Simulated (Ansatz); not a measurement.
# Si (P6_3/mmc)

Computed with DFT PBE, scalar-relativistic, plane waves, PAW (Ansatz 0.2.0).

Cutoff 420 eV; k points 12×12×2 on the computed 12-atom cell (Γ-centred); Gaussian smearing, width 0.02 eV; no spin polarisation.

The structure is relaxed at this level of theory with its symmetry kept, and needn't be the ground state of this composition.

```
CELL_PARAMETERS angstrom
3.86194 0.00000 0.00000
-1.93097 3.34454 0.00000
0.00000 0.00000 18.98947
ATOMIC_POSITIONS crystal
Si 0.00000 0.00000 0.81282
Si 0.00000 0.00000 0.31282
Si 0.33333 0.66667 0.97919
Si 0.66667 0.33333 0.47919
Si 0.33333 0.66667 0.64539
Si 0.66667 0.33333 0.14539
Si 0.00000 0.00000 0.68718
Si 0.00000 0.00000 0.18718
Si 0.33333 0.66667 0.85461
Si 0.66667 0.33333 0.35461
Si 0.33333 0.66667 0.52081
Si 0.66667 0.33333 0.02081
```

(1) Energy over the standard state (uncorrected)?

(2) Kohn–Sham band gap?

(3) Orbital (Löwdin) character of the top 1 eV of the valence band?

(4) Orbital (Löwdin) character of the lowest 1 eV of the conduction band?

(5) Electron masses at the edge by direction of the standard setting (m_e; one valley, along these axes only; no spin-orbit coupling)?

(6) Hole masses at the edge by direction of the standard setting (m_e; one valley, along these axes only; no spin-orbit coupling)?

Answers

(1) +0.001 eV/atom.

(2) 0.60 eV, indirect from Γ to (0.000, 0.419, 0.000).

(3) Si 3p 96 %.

(4) Si 3p 56 %, Si 3s 29 %, unprojected 15 %.

(5) x: 0.13; y: 1.9; z: 1.4.

(6) x: 0.83, 0.13; y: 0.85, 0.13; z: 0.65, 0.65.

The cell was found from a structure generator's guess, not taken from experiment. Kohn–Sham gaps at this level usually fall short of measured ones. Löwdin shares on free-atom orbitals overweight diffuse shells in the empty bands.
